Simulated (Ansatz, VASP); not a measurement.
Be in VASP and in Ansatz

The input POSCAR:

```
Be
1.0
    3.8382355394      0.0000000000      0.0000000000
    0.0000000000      3.8382355394      0.0000000000
    0.0000000000      0.0000000000      2.3369427923
Be
4
Direct
    0.2974080000      0.2974080000      0.0000000000
    0.7025920000      0.7025920000      0.0000000000
    0.2025920000      0.7974080000      0.5000000000
    0.7974080000      0.2025920000      0.5000000000
```

Contents of INCAR.step1:

```
  PREC = Accurate
  ENCUT = 520
  ISMEAR = -1
  SIGMA = 0.15
  LREAL = F
  LASPH = T
  NELM = 100
  NBANDS = 12
  GGA = PE
  ALGO = Normal
  EDIFF = 1E-4
  LWAVE = T
  LCHARG = F
```

INCAR.step2

```
  PREC = Accurate
  ENCUT = 520
  EDIFF = 1E-6
  ISMEAR = -1
  SIGMA = 0.15
  LREAL = F
  LASPH = T
  NELM = 100
  ALGO = Normal
  ISIF = 2
  LWAVE = F
  LCHARG = T
  METAGGA = R2SCAN
  LMIXTAU = T
  LELF = T
  LVHAR = T
  NBANDS = 12
  ISTART = 1
```

KPOINTS

```
Automatic mesh
0
Gamma
  6 6 10
```

Input for Ansatz:

```yaml
crystal:
  lattice:
    - [3.838235539435822, 0.0, 0.0]
    - [0.0, 3.838235539435822, 0.0]
    - [0.0, 0.0, 2.3369427923041153]
  atoms:
    - { symbol: Be, position: [0.297408, 0.297408, 0.0] }
    - { symbol: Be, position: [0.702592, 0.702592, 0.0] }
    - { symbol: Be, position: [0.202592, 0.797408, 0.5] }
    - { symbol: Be, position: [0.797408, 0.202592, 0.5] }
kpoints:
  mp_grid:
    grid: [6, 6, 10]
hamiltonian:
  xc: r2scan
  pseudopotentials:
    kind: nc
scf:
  max_iter: 80
  n_extra_bands: 2
  convergence:
    dr2_threshold: 1.0e-06
  mixing:
    algorithm: anderson
    beta: 0.2
  occupations:
    method: fermi_dirac
    width: 0.15
output:
  stress: true
```

This isn't the form of Be at room conditions, which is hcp.

Alike in both runs: task single point; functional r2SCAN; k mesh 6 × 6 × 10; occupations fermi-dirac, width 0.15 eV; no spin polarisation.

```csv
,VASP,Ansatz
version,VASP 6.6.1,Ansatz 0.2.0
potentials or method,"VASP PAW PBE potentials, release 64 (Be)","plane waves, norm-conserving potentials"
plane-wave cutoff (eV),520,1520
valence electrons in the cell,8,16
```

|  | VASP | Ansatz | Ansatz less VASP |
| --- | --- | --- | --- |
| gap on the k mesh at the Fermi level (eV) | none | none | - |
| pressure (GPa) | -7.6 | -7.5 | +0.02 |
| largest component of the traceless stress (GPa) | 0.83 | 0.85 | +0.024 |

A gap of «none» marks a metal or a gap that the smearing closes. The two sets of potentials don't hold the same shells in valence. Ansatz warned: «stress_scf_threshold_loose».

Caveats: the PAW data sets were made with another functional, which shifts forces and pressure a little (VASP).
